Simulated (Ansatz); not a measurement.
## CuO: what changed settings do

The reference input for Ansatz (plane-wave DFT with PAW):

```yaml
crystal:
  lattice:
    - [0.0, 2.11656, 2.11656]
    - [2.11656, 0.0, 2.11656]
    - [2.11656, 2.11656, 0.0]
  atoms:
    - { symbol: Cu, position: [0.0, 0.0, 0.0], spin: 1.0 }
    - { symbol: O, position: [0.5, 0.5, 0.5] }
basis:
  ecutwfc: 420
kpoints:
  mp_grid: { grid: [6, 6, 6] }
hamiltonian:
  xc: pbe
scf:
  occupations: { method: gaussian, width: 0.1 }
  lower_state_search: "off"
output:
  forces: true
  stress: true
  eigenvalues: true
  populations: true
magnetization:
  spin_polarized: true
```

Command:

```bash
ansatz run input.yaml --threads 1 --pin off --max-ram 1331MiB --backend cpu --events-out ev --progress --plain --runs-dir out
```

The run converges in 16 SCF iterations on 16 irreducible k-points: pressure 2.26 GPa, no gap, cell moment 0.66 μB.

Settings here are deliberately varied, not converged. Each trial's input is given as a difference from the reference's; energies are extrapolated to zero smearing where there is one, and pressure is positive in compression. Charged cells sit in a uniform background, and their pressures hang on that convention.

Trial 1:

```diff
 crystal:
   atoms:
-    - { symbol: Cu, position: [0.0, 0.0, 0.0], spin: 1.0 }
-    - { symbol: O, position: [0.5, 0.5, 0.5] }
+    - { symbol: Cu, position: [0.0, 0.0, 0.0], spin: 0.46 }
+    - { symbol: O, position: [0.5, 0.5, 0.5], spin: 0.25 }
 scf:
-  occupations: { method: gaussian, width: 0.1 }
+  occupations: { method: fixed }
+  max_iter: 64
```

The program refuses the input:

```text
Error: inconsistent input (scf.occupations.method, magnetization): a σ = 0 step fill (method: fixed, or a smearing width below the step floor) cannot realise an odd electron count (25) without a locked total moment — the per-k integer fill puts the same N_el/2 bands in each spin channel …
```

Next try, with these keys changed back:

```diff
 scf:
-  occupations: { method: fixed }
+  occupations: { method: gaussian, width: 0.1 }
```

The run converges in 25 SCF iterations on 16 irreducible k-points: the reference's energy to 0.01 meV per atom, pressure 2.26 GPa, no gap, cell moment 0.66 μB.

Trial 2 (volume scaled):

```diff
 crystal:
   lattice:
-    - [0.0, 2.11656, 2.11656]
-    - [2.11656, 0.0, 2.11656]
-    - [2.11656, 2.11656, 0.0]
+    - [0.0, 2.178241779, 2.178241779]
+    - [2.178241779, 0.0, 2.178241779]
+    - [2.178241779, 2.178241779, 0.0]
   atoms:
-    - { symbol: Cu, position: [0.0, 0.0, 0.0], spin: 1.0 }
-    - { symbol: O, position: [0.5, 0.5, 0.5] }
+    - { symbol: Cu, position: [0.0, 0.0, 0.0], spin: 0.46 }
+    - { symbol: O, position: [0.5, 0.5, 0.5], spin: 0.25 }
 basis:
-  ecutwfc: 420
+  ecutwfc: "17 Ry"
 scf:
+  mixing:
+    algorithm: msr1
+    beta: 0.31
+    ndim: 1
+    preconditioner: kerker
+    globalisation: backtrack
+    q_tf: 1.3
+  initial_density: { chi_scale: 0, normalization: atom }
+  convergence: { dr2_threshold: "1e-12 eV" }
+  max_iter: 56
```

The program refuses the input:

```text
Error: inconsistent input (scf.mixing.globalisation, scf.mixing.algorithm): a globalisation arm cannot compose with algorithm: msr1 — msr1 already controls and certifies its own steps through its trust region, and a second step-length controller rescaling those steps invalidates its predictive record …
```

Next try, with these keys changed back:

```diff
 scf:
-  mixing:
-    algorithm: msr1
-    beta: 0.31
-    ndim: 1
-    preconditioner: kerker
-    globalisation: backtrack
-    q_tf: 1.3
-  initial_density: { chi_scale: 0, normalization: atom }
```

The run converges in 15 SCF iterations on 16 irreducible k-points: energy 3.99 eV per atom above the reference, pressure -14.74 GPa (unreliable at so low a cutoff), no gap, cell moment 0.37 μB. It warns that the cutoff lies under the recommended one, 420 eV for these potentials.

Trial 3:

```diff
 crystal:
   atoms:
-    - { symbol: Cu, position: [0.0, 0.0, 0.0], spin: 1.0 }
-    - { symbol: O, position: [0.5, 0.5, 0.5] }
+    - { symbol: Cu, position: [0.0, 0.0, 0.0], spin: 0.46 }
+    - { symbol: O, position: [0.5, 0.5, 0.5], spin: 0.25 }
+total_charge: -1
 hamiltonian:
-  xc: pbe
+  xc: rpbe
 scf:
+  max_iter: 30
+  convergence: { dr2_threshold: "1e-9 eV" }
```

The run converges in 16 SCF iterations on 16 irreducible k-points: pressure 24.87 GPa (with the neutralising background of the charged cell), no gap, cell moment 0.00 μB. It warns that the count of filled bands differs between k-points; that the starting moments were lost; that the SCF threshold is loose for the stress.

Trial 4:

```diff
 crystal:
   atoms:
-    - { symbol: Cu, position: [0.0, 0.0, 0.0], spin: 1.0 }
-    - { symbol: O, position: [0.5, 0.5, 0.5] }
+    - { symbol: Cu, position: [0.0, 0.0, 0.0], spin: 0.46 }
+    - { symbol: O, position: [0.5, 0.5, 0.5], spin: 0.25 }
 hamiltonian:
-  xc: pbe
+  xc: lda
 scf:
-  occupations: { method: gaussian, width: 0.1 }
+  occupations: { method: cold, width: 0.052 }
```

The run converges in 18 SCF iterations on 16 irreducible k-points: pressure -14.44 GPa, no gap, cell moment 0.32 μB. It warns that the state wasn't tested for a lower one.

Trial 5:

```diff
 crystal:
   atoms:
-    - { symbol: Cu, position: [0.0, 0.0, 0.0], spin: 1.0 }
-    - { symbol: O, position: [0.5, 0.5, 0.5] }
+    - { symbol: Cu, position: [0.0, 0.0, 0.0], spin: 0.46 }
+    - { symbol: O, position: [0.5, 0.5, 0.5], spin: 0.25 }
 kpoints:
-  mp_grid: { grid: [6, 6, 6] }
+  mp_grid: { grid: [4, 4, 3] }
 hamiltonian:
-  xc: pbe
+  xc: blyp
+  hubbard: { sites: [{ species: Cu, l: d, u_eff: 2.0 }] }
 scf:
+  convergence: { dr2_threshold: "1e-7 eV" }
```

The run converges in 21 SCF iterations on 17 irreducible k-points: pressure 9.58 GPa, no gap, cell moment 0.00 μB. It warns that the count of filled bands differs between k-points; that the starting moments were lost; that the SCF threshold is loose for the stress; that the mesh lowers the symmetry. Under a U the state reached may not be the lowest.

Trial 6 (origin moved):

```diff
 crystal:
   atoms:
-    - { symbol: Cu, position: [0.0, 0.0, 0.0], spin: 1.0 }
-    - { symbol: O, position: [0.5, 0.5, 0.5] }
+    - { symbol: Cu, position: [0.742, 0.436, 0.719], spin: 0.46 }
+    - { symbol: O, position: [1.242, 0.936, 1.219], spin: 0.25 }
 basis:
-  ecutwfc: 420
+  ecutwfc: 500
 kpoints:
-  mp_grid: { grid: [6, 6, 6] }
+  mp_grid: { grid: [4, 4, 4], shift: [0.5, 0.5, 0.5] }
 hamiltonian:
-  xc: pbe
+  xc: r2scan
 scf:
-  occupations: { method: gaussian, width: 0.1 }
+  occupations: { method: cold }
```

The run converges in 14 SCF iterations on 10 irreducible k-points: pressure -6.28 GPa, no gap, cell moment 0.25 μB. It warns that the state wasn't tested for a lower one; that the mesh lowers the symmetry.

Trial 7:

```diff
 crystal:
   atoms:
-    - { symbol: Cu, position: [0.0, 0.0, 0.0], spin: 1.0 }
-    - { symbol: O, position: [0.5, 0.5, 0.5] }
+    - { symbol: Cu, position: [0.0, 0.0, 0.0], spin: 0.46 }
+    - { symbol: O, position: [0.5, 0.5, 0.5], spin: 0.25 }
+total_charge: 0.5
 hamiltonian:
+  dispersion: d4
 scf:
-  occupations: { method: gaussian, width: 0.1 }
+  occupations: { method: fermi_dirac, width: "100 K" }
```

The run converges in 14 SCF iterations on 16 irreducible k-points: pressure -8.21 GPa (with the neutralising background of the charged cell), no gap, cell moment 0.28 μB.

Trial 8:

```diff
 crystal:
   atoms:
-    - { symbol: Cu, position: [0.0, 0.0, 0.0], spin: 1.0 }
-    - { symbol: O, position: [0.5, 0.5, 0.5] }
+    - { symbol: Cu, position: [0.0, 0.0, 0.0], spin: 0.46 }
+    - { symbol: O, position: [0.5, 0.5, 0.5], spin: 0.25 }
 output:
+  optics: { e_range: [0, 10], sigma: 0.2 }
```

The run converges in 26 SCF iterations on 16 irreducible k-points: the reference's energy to 0.01 meV per atom, pressure 2.26 GPa, no gap, cell moment 0.66 μB. It warns that optics were asked on partly filled bands.